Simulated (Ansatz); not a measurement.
A run of Ansatz 0.2.0:

File input.yaml:

```yaml
crystal:
  lattice:
    - [-1.66395, 1.66395, 1.66395]
    - [1.66395, -1.66395, 1.66395]
    - [1.66395, 1.66395, -1.66395]
  atoms:
    - { symbol: Nb, position: [0.0, 0.0, 0.0] }
hamiltonian:
  xc: pbesol
  pseudopotentials: { kind: paw }
kpoints:
  mp_grid: { grid: [11, 11, 11] }
scf:
  occupations: { method: fermi_dirac, width: 0.05 }
output:
  forces: true
  stress: true
  eigenvalues: true
  write_density: true
  write_potential: true
  elf: true
  volumetric_format: npy
relax:
  f_tol: 0.01
  max_steps: 40
  cell: { stress_tol: 0.05, p_target: 30.0 }
```

Potentials or basis: Ansatz PAW.

Run with:

```bash
$ ansatz run input.yaml --threads 2 --pin off --max-ram 5632MiB --backend cpu --events-out ev --progress --plain --runs-dir out
```

Hardware: 2 threads of Arm Neoverse N1, with other jobs on the host.

Task: Estimate the wall time of this run.

Result: It took 3.8 s on 2 threads of Arm Neoverse N1, with other jobs on the host, peak memory 0.27 GiB. Counts: scf iterations 23, plane waves 321, k points 56, bands 11, ion steps 5.
